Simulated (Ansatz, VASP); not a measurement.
## One calculation of BeS, two programs

File INCAR:

```
SYSTEM = BeS
PREC = Accurate
ENCUT = 600
EDIFF = 1E-7
ISMEAR = 0
SIGMA = 0.02
LREAL = .False.
LASPH = .True.
NELM = 100
ALGO = Normal
ISIF = 3
LWAVE = .False.
LCHARG = .False.
GGA = PE
IBRION = 2
NSW = 100
EDIFFG = -0.005
```

File KPOINTS:

```
Automatic mesh
0
Gamma
  8 8 8
  0 0 0
```

File POSCAR:

```
BeS
1.0
    0.0000000000      2.4250000000      2.4250000000
    2.4250000000      0.0000000000      2.4250000000
    2.4250000000      2.4250000000      0.0000000000
Be S
1 1
Direct
    0.0000000000      0.0000000000      0.0000000000
    0.7500000000      0.7500000000      0.7500000000
```

Input for Ansatz:

```yaml
crystal:
  lattice:
    - [0.0, 2.425, 2.425]
    - [2.425, 0.0, 2.425]
    - [2.425, 2.425, 0.0]
  atoms:
    - { symbol: Be, position: [0.0, 0.0, 0.0] }
    - { symbol: S, position: [0.75, 0.75, 0.75] }
basis:
  ecutwfc: 420
kpoints:
  mp_grid: { grid: [8, 8, 8] }
hamiltonian:
  xc: pbe
scf:
  occupations: { method: gaussian, width: 0.02 }
output:
  forces: true
  stress: true
  eigenvalues: true
  write_density: true
  write_potential: true
  elf: true
  volumetric_format: npy
relax:
  adjacent_minimum: "off"
  f_tol: 0.005
  max_steps: 80
  cell: { stress_tol: 0.05 }
```

Alike in both runs: task relaxation of cell and atoms; functional PBE; k mesh 8 × 8 × 8; occupations gaussian, width 0.02 eV; no spin polarisation.

|  | VASP | Ansatz |
| --- | --- | --- |
| version | VASP 6.6.1 | Ansatz 0.2.0 |
| potentials or method | VASP PAW PBE potentials, release 64 (Be, S) | scalar-relativistic, plane waves, PAW |
| plane-wave cutoff (eV) | 600 | 420 |
| valence electrons in the cell | 8 | 8 |

```csv
,VASP,Ansatz,Ansatz less VASP
"gap on the k mesh at the Fermi level, each at its own relaxed structure (eV)",3.15,3.14,-0.003
relaxed volume (Å³/atom),14.50,14.49,-0.008
relaxed cell length with the largest relative difference (Å),3.448,3.448,-0.0006
energy change over the relaxation (meV/atom),-1,-1,+0.1
```

A k mesh can miss the band edges. PBE usually gives volumes a little too large and moduli too small. PBE gaps usually lie below the measured ones, often by a third to a half.
